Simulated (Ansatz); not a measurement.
# C3H6O: the cost of one run

Method: the levels named in each step, in Ansatz 0.2.0.

### 1 Starting point

Bond lengths: C1–C2 1.509 Å, C2–C3 1.509 Å, C2–O4 1.203 Å, C1–H5 1.088 Å, C1–H6 1.087 Å, C1–H7 1.087 Å, C3–H8 1.087 Å, C3–H9 1.089 Å, C3–H10 1.088 Å. Angles (14 of 15 angles, heavy atoms first): C1–C2–C3 114.4°, C1–C2–O4 122.9°, C3–C2–O4 122.8°, C2–C1–H5 109.8°, C2–C1–H6 109.9°, C2–C1–H7 110.2°, C2–C3–H8 110.2°, C2–C3–H9 109.7°, C2–C3–H10 109.8°, H5–C1–H6 108.1°, H5–C1–H7 109.3°, H6–C1–H7 109.5°, H8–C3–H9 109.8°, H8–C3–H10 109.3°.

Structure file:

```xyz
10

C    -1.2155   -0.1101   -0.7842
C    -0.0072   -0.0001    0.1134
C     1.3060    0.1108   -0.6216
O    -0.0836   -0.0006    1.3144
H    -1.1243   -0.9888   -1.4187
H    -1.2795    0.7645   -1.4258
H    -2.1202   -0.1902   -0.1878
H     2.1267    0.1903    0.0859
H     1.4482   -0.7635   -1.2548
H     1.2970    0.9902   -1.2617
```

### 2 A rough first relaxation, PBE-D4/def2-SVP

This run stands in another session on the same molecule. It ended at:

```xyz
10

C    -1.2391   -0.1131   -0.7807
C    -0.0068   -0.0008    0.1054
C     1.3284    0.1138   -0.6161
O    -0.0847   -0.0008    1.3227
H    -1.1632   -1.0027   -1.4407
H    -1.3192    0.7701   -1.4486
H    -2.1465   -0.1902   -0.1545
H     2.1485    0.1899    0.1207
H     1.4935   -0.7680   -1.2703
H     1.3368    1.0045   -1.2789
```

### 3 Relaxation, PBE0-D4/def2-TZVPP

This run stands in another session on the same molecule. It ended at:

```xyz
10

C    -1.2278   -0.1119   -0.7784
C    -0.0061   -0.0006    0.0956
C     1.3168    0.1130   -0.6153
O    -0.0831   -0.0024    1.2988
H    -1.1487   -0.9888   -1.4262
H    -1.3019    0.7588   -1.4350
H    -2.1218   -0.1873   -0.1637
H     2.1251    0.1885    0.1084
H     1.4750   -0.7571   -1.2579
H     1.3201    0.9904   -1.2673
```

### 4 Frequencies, PBE0-D4/def2-TZVPP

Input file input.yaml:

```yaml
crystal:
  periodic: [false, false, false]
  atoms:
    - { symbol: C, position_ang: [-1.22777875, -0.11194479, -0.7783587] }
    - { symbol: C, position_ang: [-0.00614387, -0.00061614, 0.09562727] }
    - { symbol: C, position_ang: [1.31682791, 0.11299256, -0.61534111] }
    - { symbol: O, position_ang: [-0.08306809, -0.00239284, 1.29884079] }
    - { symbol: H, position_ang: [-1.14871863, -0.98877773, -1.42624301] }
    - { symbol: H, position_ang: [-1.3018515, 0.75879716, -1.43498285] }
    - { symbol: H, position_ang: [-2.12180227, -0.18725635, -0.16369384] }
    - { symbol: H, position_ang: [2.12509052, 0.18849295, 0.10838135] }
    - { symbol: H, position_ang: [1.47499949, -0.75705384, -1.25787143] }
    - { symbol: H, position_ang: [1.32006516, 0.99035902, -1.26729847] }
basis:
  gaussian: { orbitals: def2-TZVPP }
hamiltonian:
  xc: pbe0
  dispersion: d4
phonons: {}
```

Launch:

```
$ ansatz run input.yaml --threads 4 --pin off --max-ram 10240MiB --backend cpu --events-out ev --progress --plain --runs-dir out
```

Q: Estimate wall time and peak memory on 4 threads of Intel Xeon at 2.50GHz (Skylake/Cascade Lake), shared host.

About 7.6 min, with a peak of 0.45 GiB.
